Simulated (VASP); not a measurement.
# VASP 6.6.1 run: GaN

INCAR

```
SIGMA = 0.02
EDIFF = 1E-7
LCHARG = .FALSE.
ENCUT = 520
ISMEAR = -1
NBANDS = 16
IBRION = -1
ISIF = 2
LASPH = .TRUE.
PREC = Accurate
NELECT = 18.5
NSW = 0
LWAVE = .FALSE.
METAGGA = MBJ
LREAL = .FALSE.
NELM = 120
```

KPOINTS

```
KPOINTS created by Atomic Simulation Environment
0
Gamma
10 10 10
0 0 0
```

POSCAR

```
Ga N
 1.0000000000000000
    -0.0186955017000000    2.0898197332000001    2.0898197332000001
     2.0898197332000001   -0.0186955017000000    2.0898197332000001
     2.0898197332000001    2.0898197332000001   -0.0186955017000000
 Ga  N
   1   1
Cartesian
  0.0000000000000000  0.0000000000000000  0.0000000000000000
  2.0804719823500002  2.0804719823500002  2.0804719823500002
```

The recommended PBE PAW datasets give the neutral cell 18 valence electrons.

Command

```
mpirun -np 1 vasp_std
```

Predict the outcome of this run.

It converged.

OSZICAR

```
N       E                     dE             d eps       ncg     rms          rms(c)
DAV:   1     0.194086946880E+03    0.19409E+03   -0.93700E+03  4360   0.211E+03
DAV:   2     0.110979007638E+03   -0.83108E+02   -0.78235E+02  4296   0.314E+02
DAV:   3     0.106879374520E+03   -0.40996E+01   -0.40855E+01  4264   0.621E+01
DAV:   4     0.106844959101E+03   -0.34415E-01   -0.34411E-01  4664   0.591E+00
DAV:   5     0.106844552395E+03   -0.40671E-03   -0.40670E-03  4512   0.590E-01    0.874E+00
DAV:   6     0.112568414655E+03    0.57239E+01   -0.23034E+01  5656   0.153E+02    0.614E+00
DAV:   7     0.111810443517E+03   -0.75797E+00   -0.73606E+00  4576   0.434E+01    0.408E+00
DAV:   8     0.112878449164E+03    0.10680E+01   -0.12784E+00  4176   0.179E+01    0.433E+00
DAV:   9     0.112268567423E+03   -0.60988E+00   -0.11002E+01  4160   0.273E+01    0.890E+00
DAV:  10     0.112962821189E+03    0.69425E+00   -0.11097E+01  4368   0.385E+01    0.949E-01
...
DAV:  55     0.112373091812E+03    0.53013E-05   -0.38517E-11  1880   0.101E-04    0.104E-05
DAV:  56     0.112373092864E+03    0.10518E-05   -0.16757E-11  1880   0.561E-05    0.143E-05
DAV:  57     0.112373095159E+03    0.22953E-05   -0.58456E-12  1880   0.376E-05    0.817E-06
DAV:  58     0.112373096369E+03    0.12100E-05   -0.38458E-12  1880   0.212E-05    0.720E-06
DAV:  59     0.112373098655E+03    0.22858E-05   -0.26609E-12  1880   0.209E-05    0.278E-06
DAV:  60     0.112373099941E+03    0.12862E-05   -0.15923E-12  1880   0.136E-05    0.923E-07
DAV:  61     0.112373099832E+03   -0.10979E-06   -0.52818E-13  1872   0.760E-06    0.210E-06
DAV:  62     0.112373100112E+03    0.28036E-06   -0.59836E-13  1872   0.574E-06    0.110E-06
DAV:  63     0.112373100170E+03    0.58375E-07    0.26639E-13  1872   0.279E-06
   1 F= 0.11237310E+03 E0= 0.11237362E+03  d E =-.104758E-02
```

The cell is charged and sits in a uniform background. The MBJ potential has no energy functional, so only its levels carry meaning.

For comparison, a separate PBE run of the intended cell, on usual settings and not on those above, gives a gap of 0.71 eV on its mesh and a pressure of 12.5 GPa.
